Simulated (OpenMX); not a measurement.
# Co (P-1) in OpenMX: convergence with criterion

Aim: find how far criterion must go before the results for Co settle, at PBE. This setting moves, with any that are tied to it; all else stays.

Program: OpenMX 3.8.5. These are calculated values, not measurements. Logs are shortened: lines on timing, memory, paths and dates and some standing lists are left out, and cuts for length are marked.

## (1) The cell of the first run

The typed cell holds 2 atoms: a = 2.487 Å, b = 2.487 Å, c = 4.063 Å, α = 90.00°, β = 90.00°, γ = 120.00°.

The cell isn't the ideal one: atoms moved at random, drawn with an rms of 0.02 Å.

## (2) With criterion 1.0e-3

Input file Co.dat:

```
System.CurrrentDirectory             ./
System.Name                          Co
DATA.PATH                            ./DFT_DATA13
level.of.stdout                      1
level.of.fileout                     0
Species.Number                       1
<Definition.of.Atomic.Species
  Co  Co6.0H-s2p2d1          Co_PBE13H
Definition.of.Atomic.Species>

Atoms.Number                         2
Atoms.SpeciesAndCoordinates.Unit     Ang
<Atoms.SpeciesAndCoordinates
    1  Co    0.0030059804    1.4354568024    2.9851972159   9.500  7.500
    2  Co    1.2412522814    0.7261456297    1.0672026716   9.500  7.500
Atoms.SpeciesAndCoordinates>

Atoms.UnitVectors.Unit               Ang
<Atoms.UnitVectors
     2.4873648738    0.0000000000    0.0000000000
    -1.2436824369    2.1541211692    0.0000000000
     0.0000000000    0.0000000000    4.0632895034
Atoms.UnitVectors>

scf.XcType                           GGA-PBE
scf.SpinPolarization                 on
scf.ElectronicTemperature            580.226
scf.energycutoff                     500.0
scf.maxIter                          160
scf.EigenvalueSolver                 band
scf.Kgrid                            9 9 5
scf.Mixing.Type                      rmm-diisk
scf.Init.Mixing.Weight               0.01
scf.Min.Mixing.Weight                0.001
scf.Max.Mixing.Weight                0.2
scf.Mixing.History                   40
scf.Mixing.StartPulay                15
scf.criterion                        1.0e-3
scf.stress.tensor                    on
MD.Type                              nomd
```

Potentials or basis: OpenMX 2013 PBE set, Co6.0H-s2p2d1, grid cutoff 500 Ry.

On the command line:

```sh
> openmx Co.dat -nt 1 > Co.std
```

Co.out:

```text
Required cutoff energy (Ryd) for 3D-grids = 500.0000
      Used cutoff energy (Ryd) for 3D-grids = 466.9581, 466.9581, 488.1284
  Num. of grids of a-, b-, and c-axes = 28, 28, 54

  Num.Grid1.    28
  Num.Grid2.    28
  Num.Grid3.    54

  Cell_Volume =    146.921007990429 (Bohr^3)
  GridVol     =      0.003470356387 (Bohr^3)
  Cell vectors (bohr) of the grid cell (gtv)
    gtv_a =  0.167872787325,  0.000000000000,  0.000000000000
    gtv_b = -0.083936393662,  0.145382098428,  0.000000000000
    gtv_c =  0.000000000000,  0.000000000000,  0.142194514328
    |gtv_a| =  0.167872787325
    |gtv_b| =  0.167872787325
    |gtv_c| =  0.142194514328

***********************************************************

***********************************************************
                  SCF history at MD= 1
***********************************************************

   SCF=   1  NormRD=  1.000000000000  Uele= -44.280004689206
   SCF=   2  NormRD=  4.469152874862  Uele= -44.353646222296
   SCF=   3  NormRD=  4.459324788418  Uele= -44.360077668211
   SCF=   4  NormRD=  2.477688661735  Uele= -45.650047876757
   SCF=   5  NormRD=  1.582501131086  Uele= -46.321293244207
   SCF=   6  NormRD=  1.216985902647  Uele= -46.663810381425
   SCF=   7  NormRD=  1.026845537225  Uele= -46.825768066816
   SCF=   8  NormRD=  0.873120040791  Uele= -46.903250423159
   SCF=   9  NormRD=  0.737533712545  Uele= -46.942040036713
   SCF=  10  NormRD=  0.618384481968  Uele= -46.962042893786
   SCF=  11  NormRD=  0.515540016178  Uele= -46.972723423998
[... 175 lines left out ...]
   sum over m      0.341248497  0.360329792   0.701578288  -0.019081295
   sum over m+mul  1.338523461  1.358769325   2.697292786  -0.020245865
  px          0    0.997011874  0.998702367   1.995714241  -0.001690493
  py          0    0.997034500  0.998720136   1.995754636  -0.001685636
  pz          0    0.997215233  0.998816719   1.996031952  -0.001601485
   sum over m      2.991261607  2.996239222   5.987500829  -0.004977615
  px          1    0.076573473  0.111639013   0.188212487  -0.035065540
  py          1    0.076743939  0.111467379   0.188211318  -0.034723441
  pz          1    0.079473142  0.113453846   0.192926988  -0.033980705
   sum over m      0.232790554  0.336560239   0.569350793  -0.103769686
   sum over m+mul  3.224052161  3.332799461   6.556851622  -0.108747300
  d3z^2-r^2   0    0.934639822  0.615622007   1.550261829   0.319017815
  dx^2-y^2    0    0.937422481  0.611902149   1.549324630   0.325520332
  dxy         0    0.937612568  0.617726745   1.555339313   0.319885823
  dxz         0    0.951301918  0.605465682   1.556767600   0.345836235
  dyz         0    0.951934877  0.601732699   1.553667576   0.350202178
   sum over m      4.712911665  3.052449282   7.765360948   1.660462383
   sum over m+mul  4.712911665  3.052449282   7.765360948   1.660462383

    2   Co          Up spin      Down spin     Sum           Diff
            multiple
  s           0    0.997301688  0.998466445   1.995768133  -0.001164757
   sum over m      0.997301688  0.998466445   1.995768133  -0.001164757
  s           1    0.340724707  0.359752808   0.700477515  -0.019028101
   sum over m      0.340724707  0.359752808   0.700477515  -0.019028101
   sum over m+mul  1.338026395  1.358219253   2.696245648  -0.020192858
  px          0    0.997039370  0.998729538   1.995768907  -0.001690168
  py          0    0.997061910  0.998747211   1.995809121  -0.001685301
  pz          0    0.997244003  0.998845935   1.996089938  -0.001601931
   sum over m      2.991345283  2.996322683   5.987667966  -0.004977401
  px          1    0.076428751  0.111413897   0.187842648  -0.034985147
  py          1    0.076600172  0.111246999   0.187847172  -0.034646827
  pz          1    0.078803636  0.112802911   0.191606547  -0.033999275
   sum over m      0.231832559  0.335463808   0.567296367  -0.103631249
   sum over m+mul  3.223177841  3.331786491   6.554964332  -0.108608650
  d3z^2-r^2   0    0.933394170  0.611218313   1.544612483   0.322175857
  dx^2-y^2    0    0.935824506  0.606879250   1.542703756   0.328945256
  dxy         0    0.936018707  0.612896265   1.548914972   0.323122442
  dxz         0    0.950523153  0.597588463   1.548111616   0.352934689
  dyz         0    0.951162766  0.593779071   1.544941837   0.357383695
   sum over m      4.706923302  3.022361362   7.729284664   1.684561940
   sum over m+mul  4.706923302  3.022361362   7.729284664   1.684561940

***********************************************************
       xyz-coordinates (Ang) and forces (Hartree/Bohr)
***********************************************************

<coordinates.forces
  2
    1    Co     0.00301   1.43546   2.98520  -0.000277107890  0.000654676306  0.019874603339
    2    Co     1.24125   0.72615   1.06720   0.000279004558 -0.000656706632 -0.019956934442
coordinates.forces>

***********************************************************
       Fractional coordinates of the final structure
***********************************************************

     1     Co     0.33439699998733   0.66637700001486   0.73467499999744
     2     Co     0.66757100000364   0.33709600002198   0.26264499999496
```

Co.std:

```text
*******************************************************
 Welcome to OpenMX   Ver. 3.8.5
 Copyright (C), 2002-2014, T. Ozaki
 OpenMX comes with ABSOLUTELY NO WARRANTY.
 This is free software, and you are welcome to
 redistribute it under the constitution of the GNU-GPL.
*******************************************************
[... 210 lines left out ...]
  Uzs   =       0.000000000000
  Uzo   =       0.000000000000
  Uef   =       0.000000000000
  UvdW  =       0.000000000000
  Utot  =    -293.072592796097

*******************************************************
             MD or geometry opt. at MD = 1
*******************************************************

outputting data on grids to files...

The calculation was normally finished.
```

Run time: 51 s. Hardware: 1 thread of Arm Neoverse V2, shared host; peak memory 0.53 GiB.

What came out:

| Property | Result |
| --- | --- |
| Free energy | -7974.9267 eV |
| Pressure | 4.1 GPa |
| Largest force | 1.027 eV/Å |
| Band gap on the k mesh | none (metal or under the smearing width) |
| Net moment | 3.09 μB per cell |
| Site moments | Co +1.53, +1.56 μB |

## (3) With criterion 1.0e-4

Co.dat: that of step 2 with these lines changed.

```diff
@@ -37,3 +37,3 @@
 scf.Mixing.StartPulay                15
-scf.criterion                        1.0e-3
+scf.criterion                        1.0e-4
 scf.stress.tensor                    on
```

Potentials or basis: OpenMX 2013 PBE set, Co6.0H-s2p2d1, grid cutoff 500 Ry.

On the command line:

```sh
> openmx Co.dat -nt 1 > Co.std
```

It took 60 s on 1 thread of Arm Neoverse V2, shared host; peak memory 0.53 GiB.

What came out:

```yaml
Free_energy: -7974.9241 eV
Pressure: 4.1 GPa
Largest_force: 1.025 eV/Å
Band_gap_on_the_k_mesh: none (metal or under the smearing width)
Net_moment: 3.08 μB per cell
Site_moments: Co +1.54 μB
```

## (4) With criterion 1.0e-5

Co.dat: that of step 3 with these lines changed.

```diff
@@ -37,3 +37,3 @@
 scf.Mixing.StartPulay                15
-scf.criterion                        1.0e-4
+scf.criterion                        1.0e-5
 scf.stress.tensor                    on
```

On the command line:

```sh
> openmx Co.dat -nt 1 > Co.std
```

Run time: 64 s. Hardware: 1 thread of Arm Neoverse V2, shared host; peak memory 0.53 GiB.

Results:

| Property | Result |
| --- | --- |
| Free energy | -7974.9240 eV |
| Pressure | 4.1 GPa |
| Largest force | 1.025 eV/Å |
| Band gap on the k mesh | none (metal or under the smearing width) |
| Net moment | 3.08 μB per cell |
| Site moments | Co +1.54 μB |

## (5) With criterion 1.0e-6

Co.dat: that of step 4 with these lines changed.

```diff
@@ -37,3 +37,3 @@
 scf.Mixing.StartPulay                15
-scf.criterion                        1.0e-5
+scf.criterion                        1.0e-6
 scf.stress.tensor                    on
```

On the command line:

```sh
> openmx Co.dat -nt 1 > Co.std
```

Wall time 66 s (1 thread of Arm Neoverse V2, shared host); peak memory 0.53 GiB.

Results:

* Free energy: -7974.9241 eV
* Pressure: 4.1 GPa
* Largest force: 1.025 eV/Å
* Band gap on the k mesh: none (metal or under the smearing width)
* Net moment: 3.08 μB per cell
* Site moments: Co +1.54 μB

## (6) With criterion 1.0e-7

Co.dat: that of step 5 with these lines changed.

```diff
@@ -37,3 +37,3 @@
 scf.Mixing.StartPulay                15
-scf.criterion                        1.0e-6
+scf.criterion                        1.0e-7
 scf.stress.tensor                    on
```

Potentials or basis: OpenMX 2013 PBE set, Co6.0H-s2p2d1, grid cutoff 500 Ry.

On the command line:

```sh
> openmx Co.dat -nt 1 > Co.std
```

It took 71 s on 1 thread of Arm Neoverse V2, shared host; peak memory 0.53 GiB.

What came out:

```yaml
Free_energy: -7974.9240 eV
Pressure: 4.1 GPa
Largest_force: 1.025 eV/Å
Band_gap_on_the_k_mesh: none (metal or under the smearing width)
Net_moment: 3.08 μB per cell
Site_moments: Co +1.54 μB
```

## (7) With criterion 1.0e-8

Co.dat: that of step 6 with these lines changed.

```diff
@@ -37,3 +37,3 @@
 scf.Mixing.StartPulay                15
-scf.criterion                        1.0e-7
+scf.criterion                        1.0e-8
 scf.stress.tensor                    on
```

On the command line:

```sh
> openmx Co.dat -nt 1 > Co.std
```

Wall time 75 s (1 thread of Arm Neoverse V2, shared host); peak memory 0.53 GiB.

What came out:

| Item | Value |
| --- | --- |
| Free energy | -7974.9240 eV |
| Pressure | 4.1 GPa |
| Largest force | 1.025 eV/Å |
| Band gap on the k mesh | none (metal or under the smearing width) |
| Net moment | 3.08 μB per cell |
| Site moments | Co +1.54 μB |

## (8) With criterion 1.0e-9

Co.dat: that of step 7 with these lines changed.

```diff
@@ -37,3 +37,3 @@
 scf.Mixing.StartPulay                15
-scf.criterion                        1.0e-8
+scf.criterion                        1.0e-9
 scf.stress.tensor                    on
```

On the command line:

```sh
> openmx Co.dat -nt 1 > Co.std
```

It took 79 s on 1 thread of Arm Neoverse V2, shared host; peak memory 0.53 GiB.

What came out:

* Free energy: -7974.9241 eV
* Pressure: 4.1 GPa
* Largest force: 1.025 eV/Å
* Band gap on the k mesh: none (metal or under the smearing width)
* Net moment: 3.08 μB per cell
* Site moments: Co +1.54 μB

## (9) With criterion 1.0e-10

Co.dat: that of step 8 with these lines changed.

```diff
@@ -37,3 +37,3 @@
 scf.Mixing.StartPulay                15
-scf.criterion                        1.0e-9
+scf.criterion                        1.0e-10
 scf.stress.tensor                    on
```

Potentials or basis: OpenMX 2013 PBE set, Co6.0H-s2p2d1, grid cutoff 500 Ry.

On the command line:

```sh
> openmx Co.dat -nt 1 > Co.std
```

Run time: 79 s. Hardware: 1 thread of Arm Neoverse V2, shared host; peak memory 0.53 GiB.

It converged, with:

| Property | Result |
| --- | --- |
| Free energy | -7974.9241 eV |
| Pressure | 4.1 GPa |
| Largest force | 1.025 eV/Å |
| Band gap on the k mesh | none (metal or under the smearing width) |
| Net moment | 3.08 μB per cell |
| Site moments | Co +1.54 μB |

## (10) The series at a glance

```
criterion  energy less the tightest run, at zero smearing (meV/atom)  largest force (eV/Å)  largest site moment (μB)  SCF cycles  CPU time (s)  peak memory (GiB)
   1.0e-3                                                      -1.29                 1.027                      1.56          18            51               0.53
   1.0e-4                                                       0.00                 1.025                      1.54          23            60               0.53
   1.0e-5                                                       0.00                 1.025                      1.54          25            64               0.53
   1.0e-6                                                       0.00                 1.025                      1.54          26            66               0.53
   1.0e-7                                                       0.00                 1.025                      1.54          29            71               0.53
   1.0e-8                                                       0.00                 1.025                      1.54          31            75               0.53
   1.0e-9                                                       0.00                 1.025                      1.54          33            79               0.53
  1.0e-10                                                       0.00                 1.025                      1.54          33            79               0.53
```

Against the tightest run, the energy stays within 1 meV/atom from 1.0e-4 on; the largest force stays within 0.005 eV/Å from 1.0e-3 on; the largest site moment stays within 0.02 μB from 1.0e-3 on. The tightest run that finished is the yardstick and may itself not be fully converged.

Caveats: the transition metal has a single d function, too few for pressures, volumes and moments; the basis of atomic orbitals isn't converged, which shifts pressures, moduli and gaps.
